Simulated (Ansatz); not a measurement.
Chalcopyrite CuInS2, treated with r²SCAN in Ansatz (plane waves, PAW).

Numerical settings: plane-wave cutoff 560 eV, 10×10×10 k mesh, Fermi–Dirac smearing 0.01 eV, no spin polarisation, scalar-relativistic PAW data made under PBE.

Response to compression and expansion (c/a stays at 2.018):

Shape and atoms are relaxed at each volume.

```csv
V (Å³/atom),P (GPa),direct gap at Γ (eV)
20.363,3.31,0.488
20.787,1.56,0.422
21.212,0.00,0.358
21.636,-1.39,0.298
22.060,-2.62,0.241
```

A straight line through the gaps at Γ against ln V gives a volume deformation potential dE_g(Γ)/d ln V of -3.1 eV: the gap at Γ widens under compression.

Measured, for comparison: band gap 1.55 eV (temperature not stated, not corrected to a static lattice, direct or pseudo-direct at Γ; as tabulated in Ghosh et al. (2024), arXiv:2401.16805).

Spin–orbit coupling is not included.

Ansatz is a first-principles code.
